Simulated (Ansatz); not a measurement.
# PtSe2 (Sudovikovite) (P-3m1) in Ansatz: further runs

Runs on PtSe2 (Sudovikovite). Level: PBE. Tasks: single point.

Program: Ansatz 0.2.0. These are calculated values, not measurements. Logs are shortened: lines on timing, memory, paths and dates and some standing lists are left out, and cuts for length are marked.

### Step 1. The crystal as given

It takes space group P-3m1 (No. 164, trigonal). Conventional cell: a = 3.724 Å, b = 3.724 Å, c = 5.062 Å, α = 90.00°, β = 90.00°, γ = 120.00°. Pt (site symmetry -3m) is surrounded by 6 Se at 2.49 Å. Se (site symmetry 3m) has 3 Pt at 2.49 Å as nearest neighbours.

### Step 2. Single point, PBE

File input.yaml:

```yaml
crystal:
  lattice:
    - [3.724, 0.0, 0.0]
    - [-1.862, 3.2250786037, 0.0]
    - [0.0, 0.0, 5.062]
  atoms:
    - { symbol: Pt, position: [0.0, 0.0, 0.0] }
    - { symbol: Se, position: [0.6666666667, 0.3333333333, 0.75] }
    - { symbol: Se, position: [0.3333333333, 0.6666666667, 0.25] }
hamiltonian:
  xc: pbe
  pseudopotentials: { kind: paw }
kpoints:
  mp_grid: { grid: [8, 8, 5] }
scf:
  occupations: { method: gaussian, width: 0.017 }
output:
  forces: true
  stress: true
  eigenvalues: true
```

Potentials or basis: Ansatz PAW.

Run with:

```bash
> ansatz run input.yaml --threads 2 --pin off --max-ram 5632MiB --backend cpu --events-out ev --progress --plain --runs-dir out
```

The log of the run:

```text
Warning: RAYON_NUM_THREADS=2 ignored (pool sized by the plan → 2); use --threads N
Engine: ansatz 0.2.0, x86_64-unknown-linux-gnu
Pseudopotentials: kind: paw
Pseudopotential: Pt, paw, valence charge 18, recommended cutoff 420 eV (normal), Pt.paw.azcp
Pseudopotential: Se, paw, valence charge 16, recommended cutoff 420 eV (normal), Se.paw.azcp
Functional definition: PBE
  parameter kappa = 0.804
  parameter beta = 0.06672455060314922
  exchange = pbe_x(kappa = kappa, mu = beta*pi^2/3)
  correlation = pbe_c(beta = beta)
Crystal: 3 atoms, lattice volume = 60.796 Å³
Basis set: ecut = 420 eV, 1205 PW (Γ), exchange–correlation on 50×50×72 points (8 copies of the dense FFT grid, shifted against one another)
Bands: 30, of which v1, the nominal top of the filled ones, is band 25 counted from 1 (24 counted from 0)
Symmetry: 12 space group operations
Space group: P-3m1 (ITA 164), of the structure as read, at distance tolerance 3.9e-5 Å
k-points: 40 of 320
Non-local potential: Pt, projectors of the file, l = 0: 3, l = 1: 2, l = 2: 2, l = 3: 1
Non-local potential: Se, projectors of the file, l = 0: 2, l = 1: 2, l = 2: 3, l = 3: 1
PAW form: soft (Blöchl's): semilocal exchange-correlation on the pseudo side does not see the compensation charge
PAW one-centre angular grid: Pt, 590 points (default); XC on 64 Gauss nodes
PAW one-centre angular grid: Se, 590 points (default); XC on 64 Gauss nodes
Initial density: superposition of atomic densities (neutral atoms: chi_scale 0, normalization atom), corrected by the library's trained network
Initial wavefunctions: pseudopotential atomic-orbital guess
Functional: x = pbe(κ = 0.804, μ = 0.2195149727645171), c = pbe(β = 0.06672455060314922)
SCF iter   1: F=—  HF=-23462.251902 eV  |F-HF|=—  |Δ(HF+E_count)|=         —  Δρ=3.51e-3  dr2=6.60e-3  ethr=1.77e-3  ⟨swp⟩=6.2  Hψ=4737  notcnv=0
preconditioner: auto → LDOS  [insulator: Δε(μ)=0.106 eV  Ē_g=10.189 eV  σ=0.017 eV  W_gap=0.92  n_scr=22 (ndim 8)  ℏωp=22.3 eV  f_vac=0.035  D(μ)=1.04/eV (n_scr^D=2)  ε∞_Penn≈5.8  β→1.0]
SCF iter   2: F=—  HF=-23462.252983 eV  |F-HF|=—  |Δ(HF+E_count)|=   1.08e-3  Δρ=1.02e-3  dr2=6.51e-4  ethr=1.32e-5  ⟨swp⟩=2.0  Hψ=2118  notcnv=0  defer=37
SCF iter   3: F=—  HF=-23462.252891 eV  |F-HF|=—  |Δ(HF+E_count)|=   9.22e-5  Δρ=2.14e-4  dr2=3.21e-5  ethr=1.30e-6  ⟨swp⟩=2.0  Hψ=2282  notcnv=0  defer=37
SCF iter   4: F=—  HF=-23462.252865 eV  |F-HF|=—  |Δ(HF+E_count)|=   2.56e-5  Δρ=4.78e-5  dr2=2.26e-6  ethr=6.42e-8  ⟨swp⟩=2.1  Hψ=2110  notcnv=0  defer=37
iter 5 did not close the SCF: its close was put off for the readings that it lacked (scf_convergence_deferred on its scf_iter line)
SCF iter   5: F=-23462.252865 eV  HF=-23462.252865 eV  |F-HF|=2.11e-8  |Δ(HF+E_count)|=   2.51e-8  Δρ=1.03e-5  dr2=7.13e-8  ethr=4.51e-9  ⟨swp⟩=2.0  Hψ=1532  notcnv=0  defer=37
SCF iter   6: F=-23462.252865 eV  HF=-23462.252865 eV  |F-HF|=9.20e-9  |Δ(HF+E_count)|=   5.55e-8  Δρ=3.42e-6  dr2=5.41e-9  ethr=1.43e-10  ⟨swp⟩=5.4  Hψ=5052  notcnv=0
SCF 1 converged in 6 iterations: F = -23462.252865 eV  dr2 = 5.41e-9
SCF converged after 6 iterations
Free energy (F): -23462.252865 eV
Harris-Foulkes:  -23462.252865 eV  (|F-HF|=9.20e-9)
Internal energy: -23462.252714 eV  (E = F + TS)
E sigma→0 (E₀):  -23462.252790 eV
Entropy (-TS):   -0.000151 eV (-0.050 meV/atom)
Fermi energy:    13.419499 eV
--- Per-component energies (eV) ---
  E_band       = -958.364334
  E_kinetic    = 876.403953
  E_local      = -6791.657952  (includes V_loc(G=0)·N_el)
  E_nonlocal   = -990.585447
  E_hartree    = 3150.821234
  E_xc         = -471.412317
  E_vxc        = -500.899031  (∫ρ·V_xc dr)
  E_paw        = -13277.885836  (= ΣΔE_a)
  E_vpaw       = 146.736680  (= ΣTr[D̂ρ^β])
  E_aug_tail   = -0.000985  (compensation charges beyond the density's cutoff)
  E_ewald      = -5957.935364
  E_smearing   = -0.000151  (= −TS)
  E_closure    = -0.000000  (closes the sum)
  Σ components = -23462.252865   (vs F -23462.252865, Δ=0.00e0)
--- Forces (eV/Å), atoms counted from 1 ---
  atom   1  Pt    -0.00000000    -0.00000000     0.00000000
  atom   2  Se     0.00000000    -0.00000000    -0.56978498
  atom   3  Se    -0.00000000     0.00000000     0.56978498
  max |Σ_I F_I| component: 1.11e-16 eV/Å
--- Stress (GPa, compression-positive) ---
        7.898104      -0.000000      -0.000000
       -0.000000       7.898104       0.000000
       -0.000000       0.000000       6.172707
  P = ⅓ Tr σ = 7.3230 GPa (73.230 kbar)
--- Band table (eV; the first three rows and the last of 40) ---
  k-point 0: bands = ["-86.2524", "-40.5043", "-40.5043", "-40.4107", "-35.2302", "-35.2302", "-35.2278", "-35.2278", "-35.2116", "-35.2116", "-35.2066", "-35.2066", "-35.2009", "-35.2007", "-2.4013", "0.4257", "6.1102", "6.8139", "6.8139", "9.2701", "9.2701", "10.7168", "12.2428", "12.2428", "13.7244", "14.7781", "14.7781", "16.9297", "17.5312", "20.6148"]
  k-point 1: bands = ["-86.2524", "-40.5043", "-40.5043", "-40.4107", "-35.2301", "-35.2301", "-35.2279", "-35.2279", "-35.2112", "-35.2112", "-35.2070", "-35.2070", "-35.2010", "-35.2006", "-2.2552", "0.0780", "6.6285", "6.8319", "6.8319", "9.2588", "9.2588", "10.6829", "12.0771", "12.0771", "12.8791", "15.0667", "15.0667", "17.2385", "18.3690", "20.4746"]
  k-point 2: bands = ["-86.2524", "-40.5043", "-40.5043", "-40.4107", "-35.2300", "-35.2300", "-35.2279", "-35.2279", "-35.2104", "-35.2104", "-35.2078", "-35.2078", "-35.2011", "-35.2006", "-1.9141", "-0.5433", "6.8615", "6.8615", "7.6290", "9.2420", "9.2420", "10.4710", "11.7565", "11.8458", "11.8458", "15.5388", "15.5388", "17.9555", "19.4760", "20.1592"]
  k-point 39: bands = ["-86.2522", "-40.5127", "-40.5102", "-40.4099", "-35.2297", "-35.2293", "-35.2288", "-35.2280", "-35.2105", "-35.2091", "-35.2087", "-35.2084", "-35.2004", "-35.2004", "-0.4457", "-0.3132", "6.3761", "6.9041", "7.4759", "8.4637", "8.8074", "9.5199", "9.6652", "10.7403", "11.0029", "14.8019", "15.3073", "19.1687", "20.2214", "21.0543"]
```

Run time: 11 s. Hardware: 2 threads of Intel Xeon at 2.50GHz (Skylake/Cascade Lake), shared host; peak memory 0.39 GiB.

Results:

| Item | Value |
| --- | --- |
| Free energy | -23462.2529 eV |
| Pressure | 7.3 GPa |
| Largest force | 0.570 eV/Å |
| Band gap on the k mesh | none (metal or under the smearing width) |

Forces on the atoms (eV/Å):
```
Pt   0.000  0.000  0.000
Se   0.000  0.000 -0.570
Se   0.000  0.000  0.570
```

### Step 3. Single point, PBE

Edit input.yaml of step 2 so:

```diff
@@ -15,3 +15,3 @@
 scf:
-  occupations: { method: gaussian, width: 0.017 }
+  occupations: { method: gaussian, width: 0.018 }
 output:
@@ -20 +20,5 @@
   eigenvalues: true
+  write_density: true
+  write_potential: true
+  elf: true
+  volumetric_format: npy
```

Potentials or basis: Ansatz PAW.

Run with:

```bash
> ansatz run input.yaml --threads 2 --pin off --max-ram 5632MiB --backend cpu --events-out ev --progress --plain --runs-dir out
```

Run time: 13 s. Hardware: 2 threads of Intel Xeon at 2.50GHz (Skylake/Cascade Lake), shared host; peak memory 0.4 GiB.

The run converged. Its results:

| Item | Value |
| --- | --- |
| Free energy | -23462.2529 eV |
| Pressure | 7.3 GPa |
| Largest force | 0.570 eV/Å |
| Band gap on the k mesh | none (metal or under the smearing width) |

Forces in eV/Å, atoms in the order of the input:
```
Pt   0.000  0.000  0.000
Se   0.000  0.000 -0.570
Se   0.000  0.000  0.570
```

Stress tensor (GPa, compression positive):
```
7.90 0.00 0.00
0.00 7.90 0.00
0.00 0.00 6.17
```

Levels at points of the mesh, in eV from the Fermi level:
| k point | band 22 | band 23 | band 24 | band 25 | band 26 | band 27 | band 28 | band 29 |
| --- | --- | --- | --- | --- | --- | --- | --- | --- |
| (0.00, 0.00, 0.00) | -2.70 | -1.18 | -1.18 | 0.31 | 1.36 | 1.36 | 3.51 | 4.11 |
| (0.00, -0.50, 0.00) | -3.65 | -3.63 | -3.55 | -3.09 | 0.57 | 2.25 | 4.69 | 5.74 |

### Step 4. Single point, PBE

Edit input.yaml of step 3 so:

```diff
@@ -15,3 +15,3 @@
 scf:
-  occupations: { method: gaussian, width: 0.018 }
+  occupations: { method: gaussian, width: 0.019 }
 output:
@@ -20,5 +20 @@
   eigenvalues: true
-  write_density: true
-  write_potential: true
-  elf: true
-  volumetric_format: npy
```

Potentials or basis: Ansatz PAW.

Run with:

```bash
> ansatz run input.yaml --threads 2 --pin off --max-ram 5632MiB --backend cpu --events-out ev --progress --plain --runs-dir out
```

The log of the run:

```text
Warning: RAYON_NUM_THREADS=2 ignored (pool sized by the plan → 2); use --threads N
Engine: ansatz 0.2.0, x86_64-unknown-linux-gnu
Pseudopotentials: kind: paw
Pseudopotential: Pt, paw, valence charge 18, recommended cutoff 420 eV (normal), Pt.paw.azcp
Pseudopotential: Se, paw, valence charge 16, recommended cutoff 420 eV (normal), Se.paw.azcp
Functional definition: PBE
  parameter kappa = 0.804
  parameter beta = 0.06672455060314922
  exchange = pbe_x(kappa = kappa, mu = beta*pi^2/3)
  correlation = pbe_c(beta = beta)
Crystal: 3 atoms, lattice volume = 60.796 Å³
Basis set: ecut = 420 eV, 1205 PW (Γ), exchange–correlation on 50×50×72 points (8 copies of the dense FFT grid, shifted against one another)
Bands: 30, of which v1, the nominal top of the filled ones, is band 25 counted from 1 (24 counted from 0)
Symmetry: 12 space group operations
Space group: P-3m1 (ITA 164), of the structure as read, at distance tolerance 3.9e-5 Å
k-points: 40 of 320
Non-local potential: Pt, projectors of the file, l = 0: 3, l = 1: 2, l = 2: 2, l = 3: 1
Non-local potential: Se, projectors of the file, l = 0: 2, l = 1: 2, l = 2: 3, l = 3: 1
[... 18 lines left out ...]
Internal energy: -23462.252714 eV  (E = F + TS)
E sigma→0 (E₀):  -23462.252798 eV
Entropy (-TS):   -0.000169 eV (-0.056 meV/atom)
Fermi energy:    13.417253 eV
--- Per-component energies (eV) ---
  E_band       = -958.363972
  E_kinetic    = 876.404008
  E_local      = -6791.658385  (includes V_loc(G=0)·N_el)
  E_nonlocal   = -990.585184
  E_hartree    = 3150.821576
  E_xc         = -471.412317
  E_vxc        = -500.899031  (∫ρ·V_xc dr)
  E_paw        = -13277.886063  (= ΣΔE_a)
  E_vpaw       = 146.736654  (= ΣTr[D̂ρ^β])
  E_aug_tail   = -0.000985  (compensation charges beyond the density's cutoff)
  E_ewald      = -5957.935364
  E_smearing   = -0.000169  (= −TS)
  E_closure    = -0.000000  (closes the sum)
  Σ components = -23462.252883   (vs F -23462.252883, Δ=0.00e0)
--- Forces (eV/Å), atoms counted from 1 ---
  atom   1  Pt    -0.00000000     0.00000000     0.00000000
  atom   2  Se     0.00000000    -0.00000000    -0.56976608
  atom   3  Se    -0.00000000     0.00000000     0.56976608
  max |Σ_I F_I| component: 2.31e-18 eV/Å
--- Stress (GPa, compression-positive) ---
        7.898087       0.000000      -0.000000
       -0.000000       7.898087       0.000000
       -0.000000       0.000000       6.172949
  P = ⅓ Tr σ = 7.3230 GPa (73.230 kbar)
--- Band table (eV; the first three rows and the last of 40) ---
  k-point 0: bands = ["-86.2524", "-40.5043", "-40.5043", "-40.4107", "-35.2302", "-35.2302", "-35.2278", "-35.2278", "-35.2115", "-35.2115", "-35.2066", "-35.2066", "-35.2009", "-35.2007", "-2.4012", "0.4258", "6.1102", "6.8139", "6.8139", "9.2701", "9.2701", "10.7168", "12.2428", "12.2428", "13.7244", "14.7781", "14.7781", "16.9297", "17.5312", "20.6148"]
  k-point 1: bands = ["-86.2524", "-40.5043", "-40.5043", "-40.4107", "-35.2301", "-35.2301", "-35.2279", "-35.2279", "-35.2112", "-35.2112", "-35.2070", "-35.2070", "-35.2010", "-35.2006", "-2.2552", "0.0780", "6.6285", "6.8319", "6.8319", "9.2588", "9.2588", "10.6829", "12.0772", "12.0772", "12.8791", "15.0667", "15.0667", "17.2385", "18.3690", "20.4746"]
  k-point 2: bands = ["-86.2524", "-40.5043", "-40.5043", "-40.4107", "-35.2300", "-35.2300", "-35.2279", "-35.2279", "-35.2104", "-35.2104", "-35.2078", "-35.2078", "-35.2011", "-35.2005", "-1.9141", "-0.5433", "6.8615", "6.8615", "7.6290", "9.2420", "9.2420", "10.4710", "11.7565", "11.8458", "11.8458", "15.5388", "15.5388", "17.9555", "19.4760", "20.1592"]
  k-point 39: bands = ["-86.2522", "-40.5127", "-40.5102", "-40.4099", "-35.2296", "-35.2293", "-35.2288", "-35.2280", "-35.2105", "-35.2091", "-35.2087", "-35.2084", "-35.2004", "-35.2004", "-0.4457", "-0.3132", "6.3761", "6.9041", "7.4759", "8.4637", "8.8074", "9.5199", "9.6652", "10.7403", "11.0029", "14.8019", "15.3073", "19.1688", "20.2215", "21.0543"]
```

Run time: 11 s. Hardware: 2 threads of Intel Xeon at 2.50GHz (Skylake/Cascade Lake), shared host; peak memory 0.39 GiB.

What came out:

- Free energy: -23462.2529 eV
- Pressure: 7.3 GPa
- Largest force: 0.570 eV/Å
- Band gap on the k mesh: none (metal or under the smearing width)

Forces in eV/Å, atoms in the order of the input:
```
Pt   0.000  0.000  0.000
Se   0.000  0.000 -0.570
Se   0.000  0.000  0.570
```

Levels at points of the mesh, in eV from the Fermi level:
| k point | band 23 | band 24 | band 25 | band 26 | band 27 | band 28 |
| --- | --- | --- | --- | --- | --- | --- |
| (0.00, 0.00, 0.00) | -1.17 | -1.17 | 0.31 | 1.36 | 1.36 | 3.51 |
| (0.00, -0.50, 0.00) | -3.63 | -3.55 | -3.09 | 0.57 | 2.25 | 4.69 |

The run has no spin-orbit coupling, so splittings on Pt are missing.

(Part 1 of 2 ends here.)
